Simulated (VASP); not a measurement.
VASP 6.6.1 run: BaHfO₃

INCAR

```
ENCUT = 520
GGA = PE
NBANDS = 27
ISIF = 2
NSW = 0
LASPH = .TRUE.
PREC = Accurate
ISMEAR = -1
NELM = 50
EDIFF = 1E-6
IBRION = -1
LREAL = .FALSE.
LWAVE = .FALSE.
LCHARG = .FALSE.
SIGMA = 0.02
```

KPOINTS

```
KPOINTS created by Atomic Simulation Environment
0
Gamma
6 6 6
0 0 0
```

POSCAR

```
Ba Hf O
 1.0000000000000000
     4.0099764200000001    0.0000000000000000    0.0000000000000000
     0.0000000000000000    4.0099764200000001    0.0000000000000000
     0.0000000000000000    0.0000000000000000    4.2730220946999999
 Ba  Hf  O
   1   1   3
Cartesian
  0.0000000000000000  0.0000000000000000  0.0000000000000000
  2.0049882099999996  2.0049882099999996  2.1365110473500000
  2.0049882099999996  2.0049882099999996  0.0000000000000000
  2.0049882099999996  0.0000000000000000  2.1365110473500000
  0.0000000000000000  2.0049882099999996  2.1365110473500000
```

The recommended PBE PAW datasets give the neutral cell 38 valence electrons.

Command

```
mpirun -np 1 vasp_std
```

**Question.** How does this run end, and what does it give?

**Answer.** It converged. Results: gap between bands v and c on the k mesh 3.49 eV; least direct gap on the k mesh 3.66 eV; pressure 15.7 GPa. Band v is the last that the valence electrons fill when counted band by band, and c is the next.

OSZICAR

```
N       E                     dE             d eps       ncg     rms          rms(c)
DAV:   1     0.217328075795E+03    0.21733E+03   -0.21283E+04  2160   0.138E+03
DAV:   2    -0.379097670384E+02   -0.25524E+03   -0.24687E+03  2632   0.323E+02
DAV:   3    -0.499124255027E+02   -0.12003E+02   -0.11949E+02  2826   0.652E+01
DAV:   4    -0.500981324523E+02   -0.18571E+00   -0.18546E+00  2936   0.758E+00
DAV:   5    -0.501027351078E+02   -0.46027E-02   -0.46017E-02  2801   0.876E-01    0.685E+01
DAV:   6    -0.432701531090E+02    0.68326E+01   -0.31919E+01  2369   0.334E+01    0.571E+01
DAV:   7    -0.431709805211E+02    0.99173E-01   -0.18590E+00  2736   0.849E+00    0.335E+01
DAV:   8    -0.431622446469E+02    0.87359E-02   -0.19826E-01  2480   0.361E+00    0.650E+00
DAV:   9    -0.431495833237E+02    0.12661E-01   -0.51196E-02  2506   0.149E+00    0.225E+00
DAV:  10    -0.431494404462E+02    0.14288E-03   -0.54353E-03  2577   0.485E-01    0.312E-01
DAV:  11    -0.431494181259E+02    0.22320E-04   -0.39287E-04  2661   0.124E-01    0.345E-02
DAV:  12    -0.431494511507E+02   -0.33025E-04   -0.47993E-05  2698   0.463E-02    0.168E-02
DAV:  13    -0.431494539566E+02   -0.28060E-05   -0.99606E-06  2990   0.195E-02    0.632E-03
DAV:  14    -0.431494542130E+02   -0.25635E-06   -0.10692E-06  1908   0.711E-03
   1 F= -.43149454E+02 E0= -.43149454E+02  d E =-.269932E-11
```

For comparison, a separate PBE run of the intended cell, on usual settings and not on those above, gives a gap of 3.49 eV on its mesh and a pressure of 15.7 GPa.
